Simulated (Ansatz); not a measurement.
**WS3: balancing the decomposition**

Computed with DFT PBE, scalar-relativistic, plane waves, PAW in Ansatz. All cells share a 420 eV cutoff and Γ-centred k meshes spaced at most about 0.3 Å⁻¹ (about 0.25 or finer for metals, 2π included). No spin polarisation.

The zero of energy is the elements' standard structures at the same level; no fitted shifts are applied.

These are static total energies at zero pressure. Weakly bound directions are ill-defined at this level, which has no dispersion term (WS2 P6_3/mmc). Spin–orbit coupling, which can matter for W, is left out. The reference form of S is held partly by dispersion forces, which this level lacks.

A trial structure of WS3 (reached from: perovskite family, tilts a0a0a0, polar shift along [001], changed on relaxing; relaxed: space group Pm-3m (No. 221), a = 4.683 Å) has a formation energy of -0.025 eV/atom. At its composition the lowest mixture among the elements and 1 reference phase computed alike (others may be missing) consists of these:

```tsv
phase	source	ΔE_f (eV/atom)
S (solid)	element	-0.001
WS2 (P6_3/mmc)	Materials Project	-0.833
```

The lowest database cell of S (-0.001) lies slightly below the reference, hence the non-zero entry.

Problem. Write the balanced decomposition and find its energy per atom, per formula unit and per mole of formula units.

Solution. Balancing W and S gives WS3 → S + WS2. The left side holds 4 atoms, and the products take 1/4 (S) and 3/4 (WS2) of them. The mixture therefore lies at 1/4 × (-0.001) + 3/4 × (-0.833) = -0.625 eV/atom. The reaction energy is -0.625 − (-0.025) = -0.600 eV/atom. Times 4 atoms that is -2.400 eV per WS3, and times 96.485 it is -232 kJ per mole of WS3. Decomposition is downhill, so the trial structure is unstable against this mixture.
